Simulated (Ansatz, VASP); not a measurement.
One calculation of KF, two programs

```xyz
4
Lattice="4.4847 0.0000 0.0000 -2.2424 3.8839 0.0000 0.0000 0.0000 5.2717" Properties=species:S:1:pos:R:3 pbc="T T T"
K     0.0000    2.5893    1.3179
K     2.2424    1.2946    3.9538
F     2.2424    1.2946    1.3179
F     0.0000    2.5893    3.9538
```

Alike in both runs: task single point; functional LDA; k mesh 6 × 6 × 4; no spin polarisation.

|  | VASP | Ansatz |
| --- | --- | --- |
| version | VASP 6.6.1 | Ansatz 0.2.0 |
| potentials or method | VASP PAW LDA potentials, release 64 (K_sv, F) | plane waves, PAW |
| plane-wave cutoff (eV) | 520 | 420 |
| occupations | gaussian, width 0.01 eV | fixed |
| valence electrons in the cell | 32 | 32 |

|  | VASP | Ansatz | Ansatz less VASP |
| --- | --- | --- | --- |
| gap on the k mesh at the Fermi level (eV) | 5.13 | 5.15 | +0.016 |

A k mesh can miss the band edges. LDA gaps usually lie below the measured ones, often by a third to a half.
